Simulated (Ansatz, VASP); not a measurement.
**CaHBr in two plane-wave programs**

Wanted: the spread between two codes on one cell, functional and k mesh. The cell is taken from a series of runs on this material, whose earlier steps may have relaxed, scaled, displaced or heated it; both programs get it as it stands.

Main program and level: Ansatz 0.2.0; plane waves, with VASP 6.6.1 beside it; single point at HSE06.

### 1. The starting structure

The cell holds 6 atoms: 2 Br, 2 Ca and 2 H. Its edges and angles: a = 3.730 Å, b = 3.730 Å, c = 33.700 Å, α = 90.0°, β = 90.0°, γ = 90.0°. It derives from CaHBr. Vacuum lies along c.

Coordinates:

```cif
data_structure
_symmetry_space_group_name_H-M 'P 1'
_symmetry_Int_Tables_number 1
_cell_length_a 3.7302
_cell_length_b 3.7302
_cell_length_c 33.7000
_cell_angle_alpha 90.000
_cell_angle_beta 90.000
_cell_angle_gamma 90.000
_cell_volume 468.91
loop_
_atom_site_label
_atom_site_type_symbol
_atom_site_fract_x
_atom_site_fract_y
_atom_site_fract_z
_atom_site_occupancy
Br1 Br 0.00000 0.50000 0.42219 1
Br2 Br 0.50000 0.00000 0.57781 1
Ca3 Ca 0.50000 0.00000 0.46210 1
Ca4 Ca 0.00000 0.50000 0.53790 1
H5 H 0.50000 0.50000 0.50000 1
H6 H 0.00000 0.00000 0.50000 1
```

### 2. Ansatz: single point, HSE06

Ansatz runs on its default PAW (the set named soft_2) files.

A single point gives forces, pressure and levels at one fixed geometry, so differences don't come from the geometry; what else differs is listed under the comparison.

Contents of input.yaml:

```yaml
crystal:
  lattice:
    - [3.7301671325, 0.0, 0.0]
    - [0.0, 3.7301671325, 0.0]
    - [0.0, 0.0, 33.7]
  atoms:
    - { symbol: Br, position: [0.0, 0.5, 0.4221900662] }
    - { symbol: Ca, position: [0.5, 0.0, 0.4620996269] }
    - { symbol: H, position: [0.5, 0.5, 0.5] }
    - { symbol: H, position: [0.0, 0.0, 0.5] }
    - { symbol: Ca, position: [0.0, 0.5, 0.5379003731] }
    - { symbol: Br, position: [0.5, 0.0, 0.5778099338] }
  periodic: [true, true, false]
kpoints:
  mp_grid: { grid: [4, 4, 1] }
  band_path:
    path:
      - [0.0, 0.0, 0.0]
      - [0.5, 0.0, 0.0]
      - [0.5, 0.5, 0.0]
      - [0.0, 0.5, 0.0]
      - [0.1, 0.0, 0.0]
    npoints: 1
hamiltonian:
  xc: hse06
scf:
  occupations: { method: fixed }
  n_extra_bands: 6
  convergence: { dr2_threshold: 1.0e-10 }
output:
  eigenvalues: true
```

Command:

```bash
$ ansatz run input.yaml --threads 8 --pin off --max-ram 17510MiB --backend cpu --events-out ev --progress --plain --runs-dir out
```

Numbers of over 12 decimals in the logs are rounded to 6 here.

The log of the run:

```text
scf.n_extra_bands = 6 over 18 filled bands (N_el = 36.0): the run solves 24 bands
Engine: ansatz 0.2.0, aarch64-unknown-linux-gnu
Pseudopotentials: kind: paw
Pseudopotential: Br, paw, valence charge 7, recommended cutoff 420 eV (normal), Br.paw.azcp
Pseudopotential: Ca, paw, valence charge 10, recommended cutoff 420 eV (normal), Ca.paw.azcp
Pseudopotential: H, paw, valence charge 1, recommended cutoff 420 eV (normal), H.paw.azcp
Functional definition: HSE06
  parameter a = 0.25
  parameter omega = 0.11/bohr
  exchange = pbe_x - a*pbe_x_sr(omega) + a*exact_x_sr(omega)
  correlation = pbe_c
davidson cushion auto → on  (no smearing: the cushion is to keep the highest requested band from converging to the state above it; pin scf.eigensolver.cushion to override)
Crystal: 6 atoms, lattice volume = 468.907 Å³
Basis set: ecut = 420 eV, 9161 PW (Γ)
Bands: 24, of which v1, the nominal top of the filled ones, is band 18 counted from 1 (17 counted from 0)
Symmetry: 16 space group operations
Space group: P4/nmm (ITA 129), of the structure as read, at distance tolerance 7.8e-5 Å
k-points: 6 of 16
Non-local potential: Br, projectors of the file, l = 0: 2, l = 1: 2, l = 2: 2
Non-local potential: Ca, projectors of the file, l = 0: 3, l = 1: 2, l = 2: 2
Non-local potential: H, projectors of the file, l = 0: 2, l = 1: 1
PAW form: soft (Blöchl's): semilocal exchange-correlation on the pseudo side does not see the compensation charge
PAW frozen core: Br, regenerated for the run's functional, and the local potential with it (the file was generated under x = pbe(κ = 0.804, μ = 0.219515), c = pbe(β = 0.066725))
PAW frozen core: Ca, regenerated for the run's functional, and the local potential with it (the file was generated under x = pbe(κ = 0.804, μ = 0.219515), c = pbe(β = 0.066725))
PAW one-centre angular grid: Br, 110 points (default); XC on 64 Gauss nodes
PAW one-centre angular grid: Ca, 110 points (default); XC on 64 Gauss nodes
PAW one-centre angular grid: H, 110 points (default); XC on 64 Gauss nodes
Initial density: superposition of atomic densities (neutral atoms: chi_scale 0, normalization atom), corrected by the library's trained network
Initial wavefunctions: pseudopotential atomic-orbital guess
Functional: x = pbe(κ = 0.804, μ = 0.219515), c = pbe(β = 0.066725), warm-up for x = pbe(κ = 0.804, μ = 0.219515) + 0.25 (exact − pbe) at short range (hse, ω = 0.207870 Å⁻¹), c = pbe(β = 0.066725); HSE06 as pw.x's `hse` composes it (authors' and Libxc's form: `xc: wpbeh`)
SCF iter   1: F=—  HF=-9239.777588 eV  |F-HF|=—  |Δ(HF+E_count)|=         —  Δρ=9.41e-4  dr2=5.23e-3  ethr=1.77e-3  ⟨swp⟩=14.0  Hψ=930  notcnv=0
preconditioner: auto → none  [insulator: Δε(μ)=4.196 eV  Ē_g=9.591 eV  n_scr=46 (ndim 8)  ℏωp=7.7 eV  f_vac=0.733]
iter 2 solved again at ethr=6.03e-7 eV; its pass at ethr=1.45e-5 eV (dr2=2.17e-4 eV) is discarded
SCF iter   2: F=-9239.778978 eV  HF=-9239.778639 eV  |F-HF|=3.39e-4  |Δ(HF+E_count)|=   1.05e-3  Δρ=2.86e-4  dr2=2.17e-4  ethr=6.03e-7  ⟨swp⟩=5.8  Hψ=993  notcnv=0  defer=3
SCF 1 stopped early in 2 iterations: F = -9239.778978 eV  dr2 = 2.17e-4
  greatest PAW one-centre occupation: 0.995 electrons in one spin orbital (limit 2), on the Ca atom at site 4 (counted from 0), in its partial waves of l = 0
Initial density: handed on by an earlier stage of this run
Initial wavefunctions: those handed on with the density
Functional: x = pbe(κ = 0.804, μ = 0.219515) + 0.25 (exact − pbe) at short range (hse, ω = 0.207870 Å⁻¹), c = pbe(β = 0.066725); HSE06 as pw.x's `hse` composes it (authors' and Libxc's form: `xc: wpbeh`)
Exchange kernel: α = 0.2500, screened, ω = 0.2079 Å⁻¹, Wigner–Seitz truncation, v(0) = 1033.5636 eV·Å³, q-mesh 4×4×1, nearest image of the exchange supercell L = 14.92 Å, pair-density grid 18×18×144, without the augmentation charges, whose exchange is taken in its separable form by FFT convolution over the k-point mesh (sized by the pseudopotential files, 25×25×225 at the most), smooth part of the exact exchange by density-matrix convolution
Frozen-core exchange: fock
SCF iter   1: F=—  HF=-9245.613540 eV  |F-HF|=—  |Δ(HF+E_count)|=         —  Δρ=1.99e-3  dr2=3.27e-2  ethr=6.02e-6  ⟨swp⟩=13.3  Hψ=880  notcnv=0
preconditioner: auto → none  [insulator: Δε(μ)=5.469 eV  Ē_g=11.344 eV  n_scr=46 (ndim 8)  ℏωp=7.6 eV  f_vac=0.733]
SCF iter   2: F=—  HF=-9245.601329 eV  |F-HF|=—  |Δ(HF+E_count)|=   1.22e-2  Δρ=8.28e-4  dr2=5.11e-3  ethr=6.02e-6  ⟨swp⟩=5.8  Hψ=586  notcnv=0
SCF iter   3: F=—  HF=-9245.612122 eV  |F-HF|=—  |Δ(HF+E_count)|=   1.08e-2  Δρ=5.34e-4  dr2=1.63e-3  ethr=6.02e-6  ⟨swp⟩=5.7  Hψ=538  notcnv=0
SCF iter   4: F=—  HF=-9245.611511 eV  |F-HF|=—  |Δ(HF+E_count)|=   6.10e-4  Δρ=1.86e-4  dr2=1.52e-4  ethr=4.44e-6  ⟨swp⟩=4.3  Hψ=408  notcnv=0
SCF iter   5: F=—  HF=-9245.611490 eV  |F-HF|=—  |Δ(HF+E_count)|=   2.18e-5  Δρ=2.86e-5  dr2=4.49e-5  ethr=3.33e-7  ⟨swp⟩=4.8  Hψ=438  notcnv=0
SCF iter   6: F=—  HF=-9245.611847 eV  |F-HF|=—  |Δ(HF+E_count)|=   3.57e-4  Δρ=5.66e-5  dr2=4.85e-5  ethr=4.22e-8  ⟨swp⟩=8.0  Hψ=659  notcnv=0  defer=9
SCF iter   7: F=-9245.611831 eV  HF=-9245.611831 eV  |F-HF|=2.21e-7  |Δ(HF+E_count)|=   1.58e-5  Δρ=1.27e-5  dr2=9.24e-7  ethr=4.22e-8  ⟨swp⟩=4.8  Hψ=452  notcnv=0
SCF 2 stopped early in 7 iterations: F = -9245.611831 eV  dr2 = 9.24e-7
  greatest PAW one-centre occupation: 0.996 electrons in one spin orbital (limit 2), on the Ca atom at site 4 (counted from 0), in its partial waves of l = 0
hybrid outer 1: dexx = +1.459e-2 eV, tail = 3.47e-5 eV
Exchange kernel: α = 0.2500, screened, ω = 0.2079 Å⁻¹, Wigner–Seitz truncation, v(0) = 1033.5636 eV·Å³, q-mesh 4×4×1, nearest image of the exchange supercell L = 14.92 Å, pair-density grid 18×18×144, without the augmentation charges, whose exchange is taken in its separable form by FFT convolution over the k-point mesh (sized by the pseudopotential files, 25×25×225 at the most), smooth part of the exact exchange by density-matrix convolution
Frozen-core exchange: fock
SCF iter   1: F=—  HF=-9245.612406 eV  |F-HF|=—  |Δ(HF+E_count)|=         —  Δρ=2.16e-5  dr2=2.07e-6  ethr=4.82e-7  ⟨swp⟩=6.8  Hψ=467  notcnv=0
preconditioner: auto → none  [insulator: Δε(μ)=5.448 eV  Ē_g=11.341 eV  n_scr=46 (ndim 8)  ℏωp=7.7 eV  f_vac=0.734]
iter 2 solved again at ethr=2.65e-10 eV; its pass at ethr=4.70e-9 eV (dr2=9.53e-8 eV) is discarded
SCF iter   2: F=—  HF=-9245.612406 eV  |F-HF|=—  |Δ(HF+E_count)|=   4.59e-7  Δρ=8.06e-6  dr2=1.51e-7  ethr=2.65e-10  ⟨swp⟩=4.3  Hψ=840  notcnv=0  defer=1
SCF iter   3: F=—  HF=-9245.612406 eV  |F-HF|=—  |Δ(HF+E_count)|=   4.03e-7  Δρ=2.28e-6  dr2=3.17e-8  ethr=2.65e-10  ⟨swp⟩=7.8  Hψ=569  notcnv=0  defer=14
SCF iter   4: F=—  HF=-9245.612406 eV  |F-HF|=—  |Δ(HF+E_count)|=   9.69e-9  Δρ=8.21e-7  dr2=6.40e-9  ethr=7.80e-11  ⟨swp⟩=4.3  Hψ=430  notcnv=0  defer=5
SCF iter   5: F=—  HF=-9245.612406 eV  |F-HF|=—  |Δ(HF+E_count)|=   7.10e-9  Δρ=2.78e-7  dr2=5.38e-10  ethr=1.59e-11  ⟨swp⟩=7.2  Hψ=524  notcnv=0  defer=18
SCF iter   6: F=-9245.612406 eV  HF=-9245.612406 eV  |F-HF|=6.91e-11  |Δ(HF+E_count)|=  1.93e-10  Δρ=4.54e-8  dr2=5.51e-11  ethr=1.36e-12  ⟨swp⟩=5.2  Hψ=449  notcnv=0  defer=11
SCF 3 converged in 6 iterations: F = -9245.612406 eV  dr2 = 5.51e-11
hybrid outer 2: dexx = +8.015e-7 eV, tail = 1.11e-8 eV, Δε = 2.66e-3 eV (about 4.56e-5 eV left of the loop's levels)
the search or the solves at the SCF's close seem to have found levels that the self-consistency loop had missed (the run counts 1). By its estimate they hold under 1e-12 electrons; where the run keeps them, the occupations were computed again with them
NSCF: frozen V_eff on 5 k-points
hybrid SCF converged: 2 outer / 13 inner (+2 warm-up), last move |dexx| = 8.01e-7 eV, tail = 1.11e-8 eV
Stability not checked: this state was not tested for a lower state beside it, because the functional holds exact exchange (a hybrid, or Hartree-Fock), whose exchange loop this test does not read (fock_operator; see scf.lower_state_search)
Free energy (F): -9245.612407 eV
Frozen-core exchange: fock
Harris-Foulkes:  -9245.612407 eV  (|F-HF|=6.91e-11)
Internal energy: -9245.612407 eV  (E = F + TS)
E sigma→0 (E₀):  -9245.612407 eV
Fermi energy:    -7.526708 eV
--- Per-component energies (eV) ---
  E_band       = -774.098964
  E_kinetic    = 854.821060
  E_local      = -53796.377314  (includes V_loc(G=0)·N_el)
  E_nonlocal   = 269.253843
  E_hartree    = 26344.732936
  E_xc         = -653.605143
  E_vxc        = -460.414051  (∫ρ·V_xc dr)
  E_exx        = -87.853545  (= α·E_x^exact, valence–valence)
  E_paw        = -6300.354203  (= ΣΔE_a)
  E_vpaw       = -155.138679  (= ΣTr[D̂ρ^β])
  E_aug_tail   = -0.002462  (compensation charges beyond the density's cutoff)
  E_ewald      = 24124.803308
  E_core_change = -1.030886  (= ΣΔE_core)
  E_smearing   = -0.000000  (= −TS)
  E_closure    = -0.000000  (closes the sum)
  Σ components = -9245.612407   (vs F -9245.612407, Δ=7.28e-12)
--- Band table (eV; the first three rows and the last of 6) ---
  k-point 0: bands = [... 14 lower, -8.3497, -8.3497, -8.1206, -7.5267, -2.0790, -1.4898, -0.7756, -0.6964, ... 2 higher]
  k-point 1: bands = [... 14 lower, -8.3411, -8.3220, -7.9622, -7.7615, -1.4336, -1.4187, -0.6761, -0.6464, ... 2 higher]
  k-point 2: bands = [... 14 lower, -8.3108, -8.3108, -8.1186, -8.1186, -1.4224, -1.4224, -0.1725, -0.1725, ... 2 higher]
  k-point 5: bands = [... 14 lower, -9.0026, -9.0026, -8.6589, -8.6589, -1.6290, -1.6290, 0.1095, 0.1095, ... 2 higher]
  the weakly bound empty levels are not read free of the cell's end (exact_exchange)
```

The column dr2 measures how far the density is from self-consistency, as an energy; F and HF (Harris–Foulkes) agree once it is small.

### 3. VASP: single point, HSE06

The same cell, functional and mesh now go to VASP, with its own data sets.

Lines of VASP's logs that name or quote its potential files are left out, and so is its time.

The run reads the wave functions of an earlier VASP run, which isn't shown here.

Contents of INCAR:

```
SYSTEM = CaHBr
PREC = Accurate
ENCUT = 400
EDIFF = 1E-06
NELM = 100
ISMEAR = 0
SIGMA = 0.01
LREAL = .FALSE.
ALGO = Normal
LHFCALC = .TRUE.
AEXX = 0.25
GGA = PE
HFSCREEN = 0.208
LASPH = .TRUE.
NBANDS = 24
PRECFOCK = Fast
LORBIT = 11
LWAVE = .FALSE.
LCHARG = .FALSE.
ISIF = 2
LDIPOL = .TRUE.
IDIPOL = 3
DIPOL = 0.5 0.5 0.5
LVHAR = .TRUE.
```

Contents of POSCAR:

```
CaHBr
1.0
    3.7301671325      0.0000000000      0.0000000000
    0.0000000000      3.7301671325      0.0000000000
    0.0000000000      0.0000000000     33.7000000000
Br Ca H
2 2 2
Direct
    0.0000000000      0.5000000000      0.4221900662
    0.5000000000      0.0000000000      0.5778099338
    0.5000000000      0.0000000000      0.4620996269
    0.0000000000      0.5000000000      0.5379003731
    0.5000000000      0.5000000000      0.5000000000
    0.0000000000      0.0000000000      0.5000000000
```

Contents of KPOINTS:

```
Automatic mesh
0
Gamma
4 4 1
0 0 0
```

PAW data sets: Br, Ca_sv and H (PBE family, release 64).

Command:

```bash
$ export OMP_NUM_THREADS=3
$ mpirun -np 1 vasp_std
```

The log of the run:

```text
[banner, memory and clock lines left out]
running    1 mpi-ranks, on    1 nodes
 distrk:  each k-point on    1 cores,    1 groups
 distr:  one band on    1 cores,    1 groups
 Offloading initialized ...    1 GPUs detected
 POSCAR found type information on POSCAR BrCaH
 POSCAR found :  3 types and       6 ions
 LDA part: xc-table for (Slater+PW92), standard interpolation
 found WAVECAR, reading the header
 POSCAR, INCAR and KPOINTS ok, starting setup
 FFT: planning ... GRIDC
 FFT: planning ... GRID_SOFT
 FFT: planning ... GRID
 reading WAVECAR
 the WAVECAR file was read successfully
 initial charge from wavefunction
 entering main loop
       N       E                     dE             d eps       ncg     rms          rms(c)
DAV:   1    -0.246305418384E+02   -0.24631E+02   -0.80403E-01   352   0.491E+00    0.797E-01
DAV:   2    -0.246374528431E+02   -0.69110E-02   -0.39219E-02   400   0.129E+00    0.461E-01
DAV:   3    -0.246334015686E+02    0.40513E-02   -0.46784E-03   384   0.523E-01    0.277E-01
DAV:   4    -0.246324124361E+02    0.98913E-03   -0.25631E-03   448   0.295E-01    0.172E-01
DAV:   5    -0.246322117362E+02    0.20070E-03   -0.70345E-04   528   0.121E-01    0.106E-01
DAV:   6    -0.246321339438E+02    0.77792E-04   -0.89146E-05   464   0.462E-02    0.613E-02
DAV:   7    -0.246321042129E+02    0.29731E-04   -0.27152E-05   384   0.257E-02    0.353E-02
DAV:   8    -0.246320955504E+02    0.86624E-05   -0.80307E-06   336   0.173E-02    0.204E-02
DAV:   9    -0.246320953872E+02    0.16322E-06   -0.34892E-06   320   0.119E-02
   1 F= -.24632095E+02 E0= -.24632095E+02  d E =-.120276E-72
```

Parts of OUTCAR (step 3):

```text
ion  position               nearest neighbor table
   1  0.000  0.500  0.422-   3 2.96   3 2.96   3 2.96   3 2.96
   2  0.500  0.000  0.578-   4 2.96   4 2.96   4 2.96   4 2.96
   3  0.500  0.000  0.462-   1 2.96   1 2.96   1 2.96   1 2.96
   4  0.000  0.500  0.538-   2 2.96   2 2.96   2 2.96   2 2.96
   5  0.500  0.500  0.500-
   6  0.000  0.000  0.500-

  LATTYP: Found a simple tetragonal cell.
 ALAT       =     3.7301671325
 C/A-ratio  =     9.0344477346

 Subroutine GETGRP returns: Found 16 space group operations
 (whereof  8 operations were pure point group operations)

The static configuration has the point symmetry D_2d.
 The point group associated with its full space group is D_4h.

 Found      6 irreducible k-points:

   k-points           NKPTS =      6   k-points in BZ     NKDIM =     16   number of bands    NBANDS=     24

   dimension x,y,z NGX =    24 NGY =   24 NGZ =  224
   dimension x,y,z NGXF=    48 NGYF=   48 NGZF=  448

   ENCUT  =  400.0 eV  29.40 Ry    5.42 a.u.   6.08  6.08 54.96*2*pi/ulx,y,z

   NELECT =      36.0000    total number of electrons

 k-points in reciprocal lattice and weights: Automatic mesh
   0.00000000  0.00000000  0.00000000       0.063
   0.25000000  0.00000000  0.00000000       0.250
   0.50000000  0.00000000  0.00000000       0.125
   0.25000000  0.25000000  0.00000000       0.250
   0.50000000  0.25000000  0.00000000       0.250
   0.50000000  0.50000000  0.00000000       0.063

  exchange ACFDT corr.  =         0.00000000  see jH, gK, PRB 81, 115126

 dipolmoment           0.000000      0.000000      0.000000 electrons x Angstroem

 average (electrostatic) potential at core
       1 -65.3194       2 -65.3194       3 -47.3709       4 -47.3709       5 -33.9080
       6 -33.9080

 E-fermi :  -5.4736

 k-point     1 :       0.0000    0.0000    0.0000
  band No.  band energies     occupation
    ...
     14      -6.4505      2.00000
     15      -6.4356      2.00000
     16      -6.4356      2.00000
     17      -6.2028      2.00000
     18      -5.6001      2.00000
     19      -0.1492      0.00000
     20       0.4330      0.00000
     21       1.1655      0.00000
     22       1.2282      0.00000
     23       1.6165      0.00000
    ...

 k-point     2 :       0.2500    0.0000    0.0000
  band No.  band energies     occupation
    ...
     14      -7.4443      2.00000
     15      -6.4276      2.00000
     16      -6.4083      2.00000
     17      -6.0431      2.00000
     18      -5.8351      2.00000
     19       0.4949      0.00000
     20       0.5098      0.00000
     21       1.2496      0.00000
     22       1.2882      0.00000
     23       1.9450      0.00000
    ...

 k-point     3 :       0.5000    0.0000    0.0000
  band No.  band energies     occupation
    ...
     14      -7.5641      2.00000
     15      -6.3976      2.00000
     16      -6.3976      2.00000
     17      -6.1981      2.00000
     18      -6.1981      2.00000
     19       0.5066      0.00000
     20       0.5066      0.00000
     21       1.7628      0.00000
     22       1.7628      0.00000
     23       2.0622      0.00000
    ...

  Total        2.4766806      2.4766806      1.2893567      0.0000000     -0.0000000      0.0000000
  in kB        8.4624106      8.4624106      4.4055199      0.0000000     -0.0000000      0.0000000
  external PRESSURE =       7.1101137 kB  Pullay stress =       0.0000000 kB

  energy-cutoff  :      400.00
  volume of cell :      468.91
      direct lattice vectors                 reciprocal lattice vectors
     3.730167133  0.000000000  0.000000000     0.268084503  0.000000000  0.000000000
     0.000000000  3.730167133  0.000000000     0.000000000  0.268084503  0.000000000
     0.000000000  0.000000000 33.700000000     0.000000000  0.000000000  0.029673591

 POSITION                                       TOTAL-FORCE (eV/Angst)
 -----------------------------------------------------------------------------------
      0.00000      1.86508     14.22781         0.000000      0.000000     -0.250577
      1.86508      0.00000     19.47219         0.000000     -0.000000      0.250577
      1.86508      0.00000     15.57276         0.000000     -0.000000     -0.059707
      0.00000      1.86508     18.12724         0.000000      0.000000      0.059707
      1.86508      1.86508     16.85000         0.000000      0.000000      0.000000
      0.00000      0.00000     16.85000         0.000000      0.000000      0.000000
 -----------------------------------------------------------------------------------
    total drift:                                0.000003     -0.000003      0.000000

  FREE ENERGIE OF THE ION-ELECTRON SYSTEM (eV)
  ---------------------------------------------------
  free  energy   TOTEN  =       -24.6320953872 eV

  energy  without entropy=      -24.6320953872  energy(sigma->0) =      -24.63209539

 vacuum level on the upper side and lower side of the slab         1.887         1.887

 total charge
# of ion       s       p       d       tot
------------------------------------------
    1        1.600   3.350   0.007   4.957
    2        1.600   3.350   0.007   4.957
    3        2.029   5.864   0.224   8.117
    4        2.029   5.864   0.224   8.117
    5        0.569   0.002   0.000   0.571
    6        0.569   0.002   0.000   0.571
--------------------------------------------------
tot          8.395  18.431   0.463  27.289

[... 3 further parts left out ...]
```

### 4. Differences

Known differences besides the potentials themselves: exact exchange at q = 0 is treated differently, which shows on coarse meshes; VASP keeps PBE cores, Ansatz makes them for the functional; fixed occupations in Ansatz, narrow Gaussian smearing in VASP; Ansatz cuts the interaction across the vacuum, VASP repeats the sheet with a dipole correction; the cutoff is 420 eV in Ansatz and 400 eV in VASP; VASP takes a coarser grid for exact exchange (PRECFOCK = Fast). Total energies have different zeros and are not compared.

Compared:

```tsv
quantity	Ansatz	VASP	difference
gap on the k mesh (eV)	5.448	5.451	-0.003
```

A gap on the mesh is an upper bound, since the band edges may lie between its points. With vacuum in the cell, a pressure given here is an average over mostly empty space and none of the material.

### 5. Outcome

```json
{
  "difference in gap on the k mesh (single point, HSE06)": "-0.0032 eV"
}
```

The difference in gap on the k mesh is -0.0032 eV (single point, HSE06), within the 0.08 eV picked in this series as the mark of a large difference. Such differences can come from data sets, numerical settings and the points named under the comparisons, not from the functional's error against experiment.

[Lines on the potential files, build, host, timing and source positions are cut from VASP's logs without a mark.]

[Logs are printed without paths, hosts, clocks, repeated set-up lines and the standing remarks that a program may print on its own settings, such as how far it seeks lower states.]

[Hosts, paths, dates, database ids (printed as entryN), source tags and the programs' standing remarks are cut or masked in the printed files.]
